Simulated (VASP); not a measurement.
SnO2 (Cassiterite):

```
Sn O
1.0
     4.73800    0.00000    0.00000
     0.00000    4.73800    0.00000
     0.00000    0.00000    3.18650
Sn O
2 4
Cartesian
  2.3690 2.3690 1.5933
  0.0000 0.0000 0.0000
  3.8240 0.9140 1.5933
  3.2830 3.2830 0.0000
  0.9140 3.8240 1.5933
  1.4550 1.4550 0.0000
```

```yaml
Program: VASP 6.6.1
Task: relaxation of cell and atoms
Functional: BLYP
Dispersion: D3(BJ)
Potentials_or_basis: VASP PAW PBE potentials, release 64 (Sn_d, O)
Cutoff: 600 eV
k_mesh: 6 × 6 × 8
Occupations: fermi-dirac, width 0.05 eV
Spin: no spin polarisation
```

At the start: pressure 11.0 GPa; volume 11.92 Å³/atom.

Where does the relaxation end?

Over 5 steps the energy falls by 21.7 meV/atom and the volume is 12.53 Å³/atom (+5.1 %); space group P4_2/mnm (No. 136, to 0.05 Å).

The path:
```
step  energy change (eV)  largest force (eV/Å)  pressure (GPa)  volume (Å³)
   1              0.0000                0.3900           10.96        71.53
   2              0.0662                0.3628          -10.47        80.30
   3             -0.1300                0.0217           -0.12        75.25
   4             -0.1300                0.0149            0.08        75.17
   5             -0.1301                0.0009            0.04        75.20
```

Final structure:
```
CELL_PARAMETERS angstrom
4.80688 0.00000 0.00000
0.00000 4.80688 0.00000
0.00000 0.00000 3.25471
ATOMIC_POSITIONS crystal
Sn 0.50000 0.50000 0.50000
Sn 0.00000 0.00000 0.00000
O 0.80596 0.19404 0.50000
O 0.69404 0.69404 0.00000
O 0.19404 0.80596 0.50000
O 0.30596 0.30596 0.00000
```

Caveat: the PAW data sets were made with another functional, which shifts forces and pressure a little.
